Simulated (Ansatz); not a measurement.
# SnSe (Fm-3m) in Ansatz: a series of runs

One crystal, SnSe, is run at these levels: LDA; tasks: single point, equation of state.

Program: Ansatz 0.2.0. These are calculated values, not measurements. Logs are shortened: lines on timing, memory, paths and dates and some standing lists are left out, and cuts for length are marked.

### 1 The structure

It takes space group Fm-3m (No. 225, cubic). The conventional cell has a = 6.020 Å, b = 6.020 Å, c = 6.020 Å, α = 90.00°, β = 90.00°, γ = 90.00°. Around Sn (site symmetry m-3m) lie 6 Se at 3.01 Å. Se (site symmetry m-3m) has 6 Sn at 3.01 Å as nearest neighbours.

Measurements of this composition are mostly on another form, of space group No. 62.

### 2 Single point, LDA, 25.63 Å³/atom (volume scaled by 0.94)

The input, input.yaml:

```yaml
crystal:
  lattice:
    - [0.0, 2.9485541872, 2.9485541872]
    - [2.9485541872, 0.0, 2.9485541872]
    - [2.9485541872, 2.9485541872, 0.0]
  atoms:
    - { symbol: Sn, position: [0.0, 0.0, 0.0] }
    - { symbol: Se, position: [0.5, 0.5, 0.5] }
hamiltonian:
  xc: lda
  pseudopotentials: { kind: paw }
kpoints:
  mp_grid: { grid: [8, 8, 8] }
scf:
  occupations: { method: fermi_dirac, width: 0.05 }
output:
  forces: true
  stress: true
  eigenvalues: true
```

Potentials or basis: Ansatz PAW.

On the command line:

```
> ansatz run input.yaml --threads 2 --pin off --max-ram 5120MiB --backend cpu --events-out ev --progress --plain --runs-dir out
```

Standard output:

```text
Warning: RAYON_NUM_THREADS=2 ignored (pool sized by the plan → 2); use --threads N
Engine: ansatz 0.2.0, aarch64-unknown-linux-gnu
Pseudopotentials: kind: paw
Pseudopotential: Sn, paw, valence charge 14, recommended cutoff 420 eV (normal), Sn.paw.azcp
Pseudopotential: Se, paw, valence charge 16, recommended cutoff 420 eV (normal), Se.paw.azcp
Functional definition: SPW92
  exchange = slater_x
  correlation = pw_c
Crystal: 2 atoms, lattice volume = 51.269 Å³
Basis set: ecut = 420 eV, 965 PW (Γ)
Bands: 19, of which v1, the nominal top of the filled ones, is band 15 counted from 1 (14 counted from 0)
Symmetry: 48 space group operations
Space group: Fm-3m (ITA 225), of the structure as read, at distance tolerance 3.7e-5 Å
k-points: 29 of 512
Non-local potential: Sn, projectors of the file, l = 0: 2, l = 1: 2, l = 2: 2, l = 3: 2
Non-local potential: Se, projectors of the file, l = 0: 2, l = 1: 2, l = 2: 3, l = 3: 1
PAW form: soft (Blöchl's): semilocal exchange-correlation on the pseudo side does not see the compensation charge
PAW frozen core: Sn, regenerated for the run's functional, and the local potential with it (the file was generated under x = pbe(κ = 0.804, μ = 0.2195149727645171), c = pbe(β = 0.06672455060314922))
PAW frozen core: Se, regenerated for the run's functional, and the local potential with it (the file was generated under x = pbe(κ = 0.804, μ = 0.2195149727645171), c = pbe(β = 0.06672455060314922))
PAW one-centre angular grid: Sn, 590 points (default); XC on 64 Gauss nodes
PAW one-centre angular grid: Se, 590 points (default); XC on 64 Gauss nodes
Initial density: superposition of atomic densities (neutral atoms: chi_scale 0, normalization atom), corrected by the library's trained network
Initial wavefunctions: pseudopotential atomic-orbital guess
Functional: x = slater, c = lda
SCF iter   1: F=—  HF=-11263.664421 eV  |F-HF|=—  |Δ(HF+E_count)|=         —  Δρ=5.34e-3  dr2=7.70e-3  ethr=1.77e-3  ⟨swp⟩=5.8  Hψ=2645  notcnv=0
preconditioner: auto → none  [insulator: Δε(μ)=0.771 eV  Ē_g=17.467 eV  σ=0.050 eV  W_gap=1.00  n_scr=14 (ndim 8)  ℏωp=23.2 eV  f_vac=0.009  D(μ)=0.00/eV (n_scr^D=0)  ε∞_Penn≈2.8]
SCF iter   2: F=—  HF=-11263.659780 eV  |F-HF|=—  |Δ(HF+E_count)|=   4.64e-3  Δρ=2.05e-3  dr2=1.48e-3  ethr=2.57e-5  ⟨swp⟩=2.0  Hψ=1186  notcnv=0
SCF iter   3: F=—  HF=-11263.659266 eV  |F-HF|=—  |Δ(HF+E_count)|=   5.14e-4  Δρ=3.53e-4  dr2=7.19e-5  ethr=4.93e-6  ⟨swp⟩=2.1  Hψ=966  notcnv=0
SCF iter   4: F=—  HF=-11263.659244 eV  |F-HF|=—  |Δ(HF+E_count)|=   2.26e-5  Δρ=5.17e-5  dr2=1.85e-6  ethr=2.40e-7  ⟨swp⟩=2.0  Hψ=981  notcnv=0
iter 5 did not close the SCF: its close was put off for the readings that it lacked (scf_convergence_deferred on its scf_iter line)
SCF iter   5: F=-11263.659241 eV  HF=-11263.659241 eV  |F-HF|=2.38e-8  |Δ(HF+E_count)|=   2.41e-6  Δρ=1.88e-5  dr2=6.41e-8  ethr=6.16e-9  ⟨swp⟩=2.0  Hψ=986  notcnv=0
SCF iter   6: F=-11263.659241 eV  HF=-11263.659241 eV  |F-HF|=3.77e-9  |Δ(HF+E_count)|=   4.26e-8  Δρ=4.10e-6  dr2=4.79e-9  ethr=2.14e-10  ⟨swp⟩=3.0  Hψ=2193  notcnv=0
SCF 1 converged in 6 iterations: F = -11263.659241 eV  dr2 = 4.79e-9
SCF converged after 6 iterations
Free energy (F): -11263.659241 eV
Harris-Foulkes:  -11263.659241 eV  (|F-HF|=3.77e-9)
Internal energy: -11263.659203 eV  (E = F + TS)
E sigma→0 (E₀):  -11263.659222 eV
Entropy (-TS):   -0.000038 eV (-0.019 meV/atom)
Fermi energy:    9.914819 eV
--- Per-component energies (eV) ---
  E_band       = -462.933659
  E_kinetic    = 306.326556
  E_local      = -3235.856992  (includes V_loc(G=0)·N_el)
  E_nonlocal   = -617.501478
  E_hartree    = 1709.375445
  E_xc         = -484.095155
  E_vxc        = -198.655240  (∫ρ·V_xc dr)
  E_paw        = -5818.345229  (= ΣΔE_a)
  E_vpaw       = -135.992736  (= ΣTr[D̂ρ^β])
  E_aug_tail   = -0.000634  (compensation charges beyond the density's cutoff)
  E_ewald      = -3126.203975
  E_core_change = 2.642261  (= ΣΔE_core)
  E_smearing   = -0.000038  (= −TS)
  E_closure    = -0.000000  (closes the sum)
  Σ components = -11263.659241   (vs F -11263.659241, Δ=0.00e0)
--- Forces (eV/Å), atoms counted from 1 ---
  atom   1  Sn    -0.00000000     0.00000000     0.00000000
  atom   2  Se     0.00000000    -0.00000000    -0.00000000
  max |Σ_I F_I| component: 1.33e-29 eV/Å
--- Stress (GPa, compression-positive) ---
       -0.131022       0.000000       0.000000
       -0.000000      -0.131022      -0.000000
        0.000000       0.000000      -0.131022
  P = ⅓ Tr σ = -0.1310 GPa (-1.310 kbar)
--- Band table (eV; the first three rows and the last of 29) ---
  k-point 0: bands = ["-38.3186", "-38.3186", "-38.3163", "-38.3163", "-38.3163", "-11.8174", "-11.8174", "-11.8126", "-11.8126", "-11.8126", "-4.6616", "4.6415", "7.3263", "7.3263", "7.3263", "14.1189", "14.1189", "14.1189", "15.4835"]
  k-point 1: bands = ["-38.3186", "-38.3186", "-38.3163", "-38.3163", "-38.3163", "-11.8186", "-11.8186", "-11.8122", "-11.8105", "-11.8105", "-4.5391", "3.9497", "7.3478", "7.3478", "7.8711", "13.1788", "13.3213", "13.3213", "15.4591"]
  k-point 2: bands = ["-38.3186", "-38.3186", "-38.3162", "-38.3162", "-38.3162", "-11.8224", "-11.8224", "-11.8112", "-11.8047", "-11.8047", "-4.2061", "2.7171", "7.4212", "7.4212", "8.6813", "11.8541", "12.0920", "12.0920", "15.7688"]
  k-point 28: bands = ["-38.3186", "-38.3185", "-38.3162", "-38.3162", "-38.3161", "-11.8458", "-11.8166", "-11.8057", "-11.8057", "-11.7892", "-3.2194", "2.4777", "4.5886", "4.5886", "8.8747", "11.1286", "14.5011", "14.5011", "17.0639"]
```

Run time: 0.94 s. Hardware: 2 threads of Arm Neoverse V1, shared host; peak memory 0.32 GiB.

What came out:

- Free energy: -11263.6592 eV
- Pressure: -0.1 GPa
- Band gap on the k mesh: 0.78 eV, indirect (least direct gap 0.89 eV)

Caveat: spin-orbit coupling is left out, which moves the levels of the heavy elements; the PAW data sets come from PBE, with cores solved anew for the run's functional, which leaves a small shift of forces and pressure.

### 3 Single point, LDA, 26.18 Å³/atom (volume scaled by 0.96)

Changes to input.yaml since step 2:

```diff
@@ -2,5 +2,5 @@
   lattice:
-    - [0.0, 2.9485541872, 2.9485541872]
-    - [2.9485541872, 0.0, 2.9485541872]
-    - [2.9485541872, 2.9485541872, 0.0]
+    - [0.0, 2.9693193375, 2.9693193375]
+    - [2.9693193375, 0.0, 2.9693193375]
+    - [2.9693193375, 2.9693193375, 0.0]
   atoms:
```

Potentials or basis: Ansatz PAW.

On the command line:

```
> ansatz run input.yaml --threads 2 --pin off --max-ram 5120MiB --backend cpu --events-out ev --progress --plain --runs-dir out
```

It took 0.96 s on 2 threads of Arm Neoverse V1, shared host; peak memory 0.32 GiB.

The run converged. Its results:

* Free energy: -11263.6542 eV
* Pressure: -1.3 GPa
* Band gap on the k mesh: 0.75 eV, indirect (least direct gap 0.79 eV)

Caveat: spin-orbit coupling is left out, which moves the levels of the heavy elements; the PAW data sets come from PBE, with cores solved anew for the run's functional, which leaves a small shift of forces and pressure.

### 4 Single point, LDA, 26.73 Å³/atom (volume scaled by 0.98)

Changes to input.yaml since step 3:

```diff
@@ -2,5 +2,5 @@
   lattice:
-    - [0.0, 2.9693193375, 2.9693193375]
-    - [2.9693193375, 0.0, 2.9693193375]
-    - [2.9693193375, 2.9693193375, 0.0]
+    - [0.0, 2.989798049, 2.989798049]
+    - [2.989798049, 0.0, 2.989798049]
+    - [2.989798049, 2.989798049, 0.0]
   atoms:
@@ -19 +19,5 @@
   eigenvalues: true
+  write_density: true
+  write_potential: true
+  elf: true
+  volumetric_format: npy
```

On the command line:

```
> ansatz run input.yaml --threads 2 --pin off --max-ram 5120MiB --backend cpu --events-out ev --progress --plain --runs-dir out
```

Wall time 1.3 s (2 threads of Arm Neoverse V1, shared host); peak memory 0.33 GiB.

Results (log left out):

```yaml
Free_energy: -11263.6414 eV
Pressure: -2.4 GPa
Band_gap_on_the_k_mesh: 0.70 eV, direct
```

Caveat: spin-orbit coupling is left out, which moves the levels of the heavy elements; the PAW data sets come from PBE, with cores solved anew for the run's functional, which leaves a small shift of forces and pressure.

### 5 Single point, LDA, 27.27 Å³/atom

The input, input.yaml:

```yaml
crystal:
  lattice:
    - [0.0, 3.01, 3.01]
    - [3.01, 0.0, 3.01]
    - [3.01, 3.01, 0.0]
  atoms:
    - { symbol: Sn, position: [0.0, 0.0, 0.0] }
    - { symbol: Se, position: [0.5, 0.5, 0.5] }
hamiltonian:
  xc: lda
  pseudopotentials: { kind: paw }
kpoints:
  mp_grid: { grid: [8, 8, 8] }
scf:
  occupations: { method: fermi_dirac, width: 0.05 }
output:
  forces: true
  stress: true
  eigenvalues: true
```

On the command line:

```
> ansatz run input.yaml --threads 2 --pin off --max-ram 5120MiB --backend cpu --events-out ev --progress --plain --runs-dir out
```

Run time: 1 s. Hardware: 2 threads of Arm Neoverse V1, shared host; peak memory 0.32 GiB.

It converged, with:

- Free energy: -11263.6217 eV
- Pressure: -3.4 GPa
- Band gap on the k mesh: 0.61 eV, direct

Caveat: spin-orbit coupling is left out, which moves the levels of the heavy elements; the PAW data sets come from PBE, with cores solved anew for the run's functional, which leaves a small shift of forces and pressure.

### 6 Single point, LDA, 27.82 Å³/atom (volume scaled by 1.02)

Changes to input.yaml since step 5:

```diff
@@ -2,5 +2,5 @@
   lattice:
-    - [0.0, 3.01, 3.01]
-    - [3.01, 0.0, 3.01]
-    - [3.01, 3.01, 0.0]
+    - [0.0, 3.0299343558, 3.0299343558]
+    - [3.0299343558, 0.0, 3.0299343558]
+    - [3.0299343558, 3.0299343558, 0.0]
   atoms:
@@ -19 +19,5 @@
   eigenvalues: true
+  write_density: true
+  write_potential: true
+  elf: true
+  volumetric_format: npy
```

Potentials or basis: Ansatz PAW.

On the command line:

```
> ansatz run input.yaml --threads 2 --pin off --max-ram 5120MiB --backend cpu --events-out ev --progress --plain --runs-dir out
```

Run time: 1.3 s. Hardware: 2 threads of Arm Neoverse V1, shared host; peak memory 0.33 GiB.

It converged, with:

```
Free energy            : -11263.5959 eV
Pressure               : -4.2 GPa
Band gap on the k mesh : 0.53 eV, direct
```

Caveat: spin-orbit coupling is left out, which moves the levels of the heavy elements; the PAW data sets come from PBE, with cores solved anew for the run's functional, which leaves a small shift of forces and pressure.

### 7 Single point, LDA, 28.36 Å³/atom (volume scaled by 1.04)

Changes to input.yaml since step 6:

```diff
@@ -2,5 +2,5 @@
   lattice:
-    - [0.0, 3.0299343558, 3.0299343558]
-    - [3.0299343558, 0.0, 3.0299343558]
-    - [3.0299343558, 3.0299343558, 0.0]
+    - [0.0, 3.0496098055, 3.0496098055]
+    - [3.0496098055, 0.0, 3.0496098055]
+    - [3.0496098055, 3.0496098055, 0.0]
   atoms:
```

On the command line:

```
> ansatz run input.yaml --threads 2 --pin off --max-ram 5120MiB --backend cpu --events-out ev --progress --plain --runs-dir out
```

Wall time 1.4 s (2 threads of Arm Neoverse V1, shared host); peak memory 0.33 GiB.

The run converged. Its results:

- Free energy: -11263.5646 eV
- Pressure: -5.0 GPa
- Band gap on the k mesh: 0.45 eV, direct

Caveat: spin-orbit coupling is left out, which moves the levels of the heavy elements; the PAW data sets come from PBE, with cores solved anew for the run's functional, which leaves a small shift of forces and pressure.

### 8 Single point, LDA, 28.91 Å³/atom (volume scaled by 1.06)

Changes to input.yaml since step 7:

```diff
@@ -2,5 +2,5 @@
   lattice:
-    - [0.0, 3.0496098055, 3.0496098055]
-    - [3.0496098055, 0.0, 3.0496098055]
-    - [3.0496098055, 3.0496098055, 0.0]
+    - [0.0, 3.0690345955, 3.0690345955]
+    - [3.0690345955, 0.0, 3.0690345955]
+    - [3.0690345955, 3.0690345955, 0.0]
   atoms:
```

On the command line:

```
> ansatz run input.yaml --threads 2 --pin off --max-ram 5120MiB --backend cpu --events-out ev --progress --plain --runs-dir out
```

Run time: 1.4 s. Hardware: 2 threads of Arm Neoverse V1, shared host; peak memory 0.33 GiB.

Results (log left out):

- Free energy: -11263.5284 eV
- Pressure: -5.7 GPa
- Band gap on the k mesh: 0.38 eV, direct

Caveat: spin-orbit coupling is left out, which moves the levels of the heavy elements; the PAW data sets come from PBE, with cores solved anew for the run's functional, which leaves a small shift of forces and pressure.

### 9 Equation of state, LDA

Potentials or basis: Ansatz PAW.

This step only gathers the single runs of the series.

Results:

| Item | Value |
| --- | --- |
| Equilibrium volume | 25.58 Å³/atom (rough: see the caveat) |
| Bulk modulus | 60 GPa (rough) |

Energy against volume, from the lowest point:
```csv
volume (Å³/atom),energy (meV/atom)
25.635,0.00
26.180,2.52
26.725,8.92
27.271,18.75
27.816,31.68
28.362,47.33
28.907,65.44
```

Caveat: the minimum lies outside the volumes run.
